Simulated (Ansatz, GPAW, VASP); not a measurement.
**One calculation of TePb, 3 ways**

```
Pb Te
1.0
     0.00000    3.23100    3.23100
     3.23100    0.00000    3.23100
     3.23100    3.23100    0.00000
Pb Te
1 1
Direct
  0.00000 0.00000 0.00000
  0.50000 0.50000 0.50000
```

Alike in all runs: task single point; functional PBE; k mesh 7 × 7 × 7; occupations gaussian, width 0.024 eV; no spin polarisation; no spin-orbit coupling. Pressure is positive in compression and, in plane waves, holds the error of the finite cutoff.

```csv
program and potentials,plane-wave cutoff (eV),notes,pressure (GPa)
"GPAW, GPAW PAW data sets (gpaw-data 1.2.1)",600,-,1.83
"VASP, PBE PAW files Pb_d, Te, 520 eV",520,-,2.08
"Ansatz, all-electron LAPW, scalar-relativistic",-,-,?
```

Estimate from the other rows what the run with Ansatz, all-electron LAPW, scalar-relativistic gave.

Pressure 2.12 GPa. The other rows, which needn't bracket it: pressure 1.83 to 2.08.
